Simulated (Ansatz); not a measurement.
BeO:
```
BeO
1.0
    2.66455     0.00000     0.00000
   -1.33227     2.30756     0.00000
    0.00000     0.00000     4.32935
Be O
2 2
Direct
  0.66667   0.33333   0.00024
  0.33333   0.66667   0.50024
  0.66667   0.33333   0.37776
  0.33333   0.66667   0.87776
```

Relaxed with LDA. Special points in fractions of this cell's reciprocal vectors: Γ (0.000, 0.000, 0.000); M (0.500, 0.000, 0.000); K (0.333, 0.333, 0.000); A (0.000, 0.000, 0.500); L (0.500, 0.000, 0.500); H (0.333, 0.333, 0.500).

List the band energies nearest the valence-band maximum at these points for DFT-LDA in the program Ansatz with PAW potentials.

In eV from the valence-band maximum; about four levels below and three above (degenerate sets whole), none deeper than 8.9 eV; points with the same levels are listed once.

```json
[
 {"k": "Γ", "below": "-1.06 -1.06 -0.03 -0.03 0.00", "above": "7.94 11.86 14.25 14.25"},
 {"k": "M", "below": "-3.53 -2.80 -2.10 -0.98", "above": "9.70 10.18 13.68"},
 {"k": "K", "below": "-3.84 -3.84 -3.08 -2.49 -2.49", "above": "8.88 12.89 14.62 14.62"},
 {"k": "A", "below": "-0.56 -0.56 -0.56 -0.56", "above": "10.11 10.11 14.71 14.71"},
 {"k": "L", "below": "-1.98 -1.98 -1.82 -1.82", "above": "8.98 8.98 14.63 14.63"},
 {"k": "H", "below": "-4.56 -4.56 -1.35 -1.35", "above": "11.59 11.59 12.16 12.16"}
]
```

Space group P6_3mc (wurtzite). The LDA relaxation kept the symmetry of its start; phonons on a q-mesh show no instability.

Potentials: the later of the program's two PAW sets.
